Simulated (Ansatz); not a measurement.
`C=C(Cl)CC` + H₂ → `C=CCC` + HCl at 298.15 K and 1 bar (hydrogenolysis of a C–Cl bond).

Gas-phase electronic energies from Ansatz, PBE0-D4/def2-TZVP geometries. CBS: MP2 limit from def2 TZ/QZ plus the TZ coupled-cluster correction, frozen cores. This one scheme is used for every species. One conformer a species, not always the lowest.

```tsv
species	CCSD(T)/CBS energy (Eh)	H − E (kJ/mol)	S (J/(mol·K))
`C=C(Cl)CC`	-616.18776	280.3	324.5
H₂	-1.17544	35.1	130.4
`C=CCC`	-157.00673	301.2	296.8
HCl	-460.38127	26.6	186.8
```

H − E and S are ideal-gas, rigid-rotor, harmonic terms from PBE0-D4/def2-TZVP, for one conformer and one mirror image of each species. For small species the MP2-based limit differs from directly extrapolated CCSD(T) by up to some mEh (0.8 for H₂); such offsets cancel only in part. 1 Eh = 2625.50 kJ/mol, R = 8.31446 J/(mol·K).

Question: By hand: ΔE, ΔH, ΔS and ΔG.

Answer: ΔE = (-157.00673) + (-460.38127) − (-616.18776) − (-1.17544) = -0.02480 Eh = -65.1 kJ/mol. Δ(H − E) = 301.2 + 26.6 − 280.3 − 35.1 = 12.4, so ΔH = -52.7 kJ/mol. ΔS = 296.8 + 186.8 − 324.5 − 130.4 = 28.7 J/(mol·K). ΔG = -52.7 − 298.15 × (28.7)/1000 = -61.3 kJ/mol.

Question: By hand: the equilibrium constant, and the temperature at which ΔG would vanish if ΔH and ΔS stayed fixed.

Answer: log₁₀ K = −ΔG/(RT ln 10) = 10.7. ΔH and −TΔS have one sign here, so there is no such temperature.

ΔH outweighs TΔS. A doubt of 5 kJ/mol in ΔE shifts log₁₀ K by 0.9 here. Other conformers and mirror images would add mixing entropy, several J/(mol·K) or more a flexible species. These are equilibria of isolated gas molecules and say nothing of rates. Largest T1 diagnostic: 0.010 (customary marks: 0.02 for closed shells, 0.045 for open ones).
